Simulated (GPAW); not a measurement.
The system is Co.

```
CELL_PARAMETERS angstrom
2.48736 0.00000 0.00000
-1.24368 2.15412 0.00000
0.00000 0.00000 4.06329
ATOMIC_POSITIONS crystal
Co 0.33333 0.66667 0.74014
Co 0.66667 0.33333 0.25986
```

Base run:

```yaml
Program: GPAW 26.7.0
Functional: PBEsol
Potentials_or_basis: PAW data sets generated in the run's folder for this functional
Cutoff: 600 eV
Basis: pw
k_mesh: 12 × 12 × 7
Occupations: fermi-dirac, width 0.05 eV
Spin: collinear spin, ferromagnetic start
Starting_moments: "[2.0, 2.0] μB"
```

Its results: band gap on the k mesh none (metal or under the smearing width); pressure -9.0 GPa; largest force 0.480 eV/Å.

Task: The run is repeated on the same cell with these changes: spin from collinear spin, ferromagnetic start to no spin polarisation. What comes out?

Result: Band gap on the k mesh none (metal or under the smearing width); pressure -20.6 GPa; largest force 0.573 eV/Å.
